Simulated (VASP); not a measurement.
**CdF2: equation of state with PBEsol**

The system is CdF2.

```
Cd F
1.0
     0.00000    2.69400    2.69400
     2.69400    0.00000    2.69400
     2.69400    2.69400    0.00000
Cd F
1 2
Direct
  0.00000 0.00000 0.00000
  0.75000 0.75000 0.75000
  0.25000 0.25000 0.25000
```

```
Program             : VASP 6.6.1
Task                : equation of state
Functional          : PBEsol
Potentials or basis : VASP PAW PBE potentials, release 64 (Cd, F)
Cutoff              : 520 eV
k mesh              : 9 × 9 × 9
Occupations         : fermi-dirac, width 0.05 eV
Spin                : no spin polarisation
```

| Property | Result |
| --- | --- |
| Equilibrium volume | 13.14 Å³/atom |
| Bulk modulus | 108 GPa |
| Pressure derivative of the bulk modulus | 4.9 |

Energy against volume, from the lowest point:
| volume (Å³/atom) | energy (meV/atom) |
| --- | --- |
| 12.253 | 22.86 |
| 12.513 | 10.78 |
| 12.774 | 3.30 |
| 13.035 | 0.00 |
| 13.295 | 0.31 |
| 13.556 | 3.90 |
| 13.817 | 10.41 |

All runs of the series together: 86 s on 1 thread of Intel(R) Xeon(R) 6975P-C (Granite Rapids) (shared host).

Caveat: the PAW data sets were made with another functional, which shifts forces and pressure a little. Zero-point motion and thermal expansion aren't in these numbers.
